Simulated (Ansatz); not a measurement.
# C: the cost of one run

Method: DFT PBE, scalar-relativistic, plane waves, PAW, in Ansatz 0.2.0.

A COD entry behind a cell of this session may itself be a prediction, so a difference from it is no test against experiment.

15 further runs of the same task are left out: 15 set aside as unsound or not needed. Runs told in other sessions of the task aren't counted.

**1. The starting structure**

It takes space group P6_3/mmc (No. 194, hexagonal). Conventional cell: a = 2.522 Å, b = 2.522 Å, c = 12.356 Å, α = 90.00°, β = 90.00°, γ = 120.00°. C (site symmetry 3m) has 4 C at 1.54 Å in its first shell of neighbours.

Coordinates:

```xyz
12
Lattice="2.5221 0.0000 0.0000 -1.2610 2.1842 0.0000 0.0000 0.0000 12.3557" Properties=species:S:1:pos:R:3 pbc="T T T"
C     0.0000    0.0000    2.3167
C     0.0000    0.0000    8.4945
C     0.0000    0.0000    3.8612
C     0.0000    0.0000   10.0390
C     0.0000    1.4561    6.4352
C     1.2610    0.7281    0.2574
C     0.0000    1.4561   12.0983
C     1.2610    0.7281    5.9205
C     0.0000    1.4561    7.9797
C     1.2610    0.7281    1.8018
C     0.0000    1.4561   10.5539
C     1.2610    0.7281    4.3760
```

The structure comes from the Crystallography Open Database.

**5. Plan of the scan**

The energy is mapped over two homogeneous strains (x along [1 0 0], y along [1 2 0], z along [0 0 1] of the conventional cell).

- equal engineering shear yz, xz and xy: 7 values from −11.0 to 11.0 %
- equal normal strain along x, y and z: 7 values from −3 to 3 %

Nothing else is relaxed (fractional coordinates fixed). Energies count from the relaxed crystal. Points are written as (first, second).

(The set-up runs are not shown.)

**6. Point (−3.7 %, 3 %)**

Input file input.yaml:

```yaml
crystal:
  lattice:
    - [2.5961621202, -0.0462520145, -0.0462520145]
    - [-1.3381364796, 2.2714683557, -0.0169294123]
    - [-0.2280742143, -0.2280742143, 12.8019858714]
  atoms:
    - { symbol: C, position: [0.0, 0.0, 0.1868593266] }
    - { symbol: C, position: [0.0, 0.0, 0.6868593266] }
    - { symbol: C, position: [0.0, 0.0, 0.3131406734] }
    - { symbol: C, position: [0.0, 0.0, 0.8131406734] }
    - { symbol: C, position: [0.3333333333, 0.6666666667, 0.5207665411] }
    - { symbol: C, position: [0.6666666667, 0.3333333333, 0.0207665411] }
    - { symbol: C, position: [0.3333333333, 0.6666666667, 0.9792334589] }
    - { symbol: C, position: [0.6666666667, 0.3333333333, 0.4792334589] }
    - { symbol: C, position: [0.3333333333, 0.6666666667, 0.6450950823] }
    - { symbol: C, position: [0.6666666667, 0.3333333333, 0.1450950823] }
    - { symbol: C, position: [0.3333333333, 0.6666666667, 0.8549049177] }
    - { symbol: C, position: [0.6666666667, 0.3333333333, 0.3549049177] }
basis:
  ecutwfc: 520.0
kpoints:
  mp_grid: { grid: [12, 12, 2] }
hamiltonian:
  xc: pbe
  pseudopotentials: { kind: paw, azcp: { folder: soft_1 } }
scf:
  occupations: { method: gaussian, width: 0.05 }
output:
  forces: true
  stress: true
  eigenvalues: true
```

The run is started by

```console
$ ansatz run input.yaml --threads 2 --pin off --max-ram 4096MiB --backend cpu --events-out ev --progress --plain --runs-dir out
```

**Question.** How long does this run take on 2 threads of Arm Neoverse N1, shared host, and how much memory does it need?

About 29 s, with a peak of 0.61 GiB.
